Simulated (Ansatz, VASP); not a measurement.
Al: VASP beside Ansatz

```
Al
1.0
     2.73979    0.00000    0.00000
     0.00000    2.73979    0.00000
     0.00000    0.00000    2.73979
Al
1
Direct
  0.00000 0.00000 0.00000
```

Change from the starting cell: volume scaled by 1.02.

Alike in both runs: task single point; functional PBE; k mesh 10 × 10 × 10; occupations fermi-dirac, width 0.05 eV; no spin polarisation.

```csv
,VASP,Ansatz
version,VASP 6.6.1,Ansatz 0.2.0
potentials or method,"VASP PAW PBE potentials, release 64 (Al)",Ansatz PAW
plane-wave cutoff (eV),520,420
valence electrons in the cell,3,3
```

```csv
,VASP,Ansatz,Ansatz less VASP
gap on the k mesh at the Fermi level (eV),none,none,-
pressure (GPa),-0.8,-0.8,+0.02
```

A gap of «none» marks a metal or a gap that the smearing closes.
